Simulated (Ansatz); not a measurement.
Te2Mo:

```xyz
6
Lattice="3.5182 0.0000 0.0000 -1.7591 3.0469 0.0000 0.0000 0.0000 13.9736" Properties=species:S:1:pos:R:3 pbc="T T T"
Te    1.7591    1.0156    5.2960
Te    0.0000    2.0312   12.2828
Te    1.7591    1.0156    1.6908
Te    0.0000    2.0312    8.6776
Mo    1.7591    1.0156   10.4802
Mo    0.0000    2.0312    3.4934
```

| Quantity | Value |
| --- | --- |
| Program | Ansatz 0.2.0 |
| Task | relaxation of cell and atoms |
| Functional | r2SCAN |
| Potentials or basis | Ansatz PAW |
| Cutoff | 500 eV (not typed: the program's choice for these potentials) |
| k mesh | 9 × 9 × 2 |
| Occupations | fermi-dirac, width 0.05 eV |
| Spin | no spin polarisation |

At the start: volume 24.96 Å³/atom.

How do energy, volume and symmetry change on relaxing?

It ends after 6 steps and the volume is 26.99 Å³/atom (+8.1 %); space group P6_3/mmc (No. 194, to 0.05 Å).

Step by step:
```
step  energy change (eV)  largest force (eV/Å)  volume (Å³)
   1              0.0000                0.0779       149.79
   2             -0.0497                0.3245       158.85
   3             -0.0747                0.0235       159.94
   4             -0.0762                0.0167       161.74
   5             -0.0762                0.0010       161.94
   6             -0.0792                0.0009       161.94
```

Final structure:
```yaml
crystal:
  lattice:
    - [3.56350, 0.00000, 0.00000]
    - [-1.78175, 3.08608, 0.00000]
    - [0.00000, 0.00000, 14.72592]
  atoms:
    - { symbol: Te, position: [0.66667, 0.33333, 0.37152] }
    - { symbol: Te, position: [0.33333, 0.66667, 0.87152] }
    - { symbol: Te, position: [0.66667, 0.33333, 0.12848] }
    - { symbol: Te, position: [0.33333, 0.66667, 0.62848] }
    - { symbol: Mo, position: [0.66667, 0.33333, 0.75000] }
    - { symbol: Mo, position: [0.33333, 0.66667, 0.25000] }
```

Caveat: the plane-wave basis is chosen anew once the cell has moved, so the energies of steps on either side of that aren't comparable; the PAW data sets come from PBE, with cores solved anew for the run's functional, which leaves a small shift of forces and pressure.
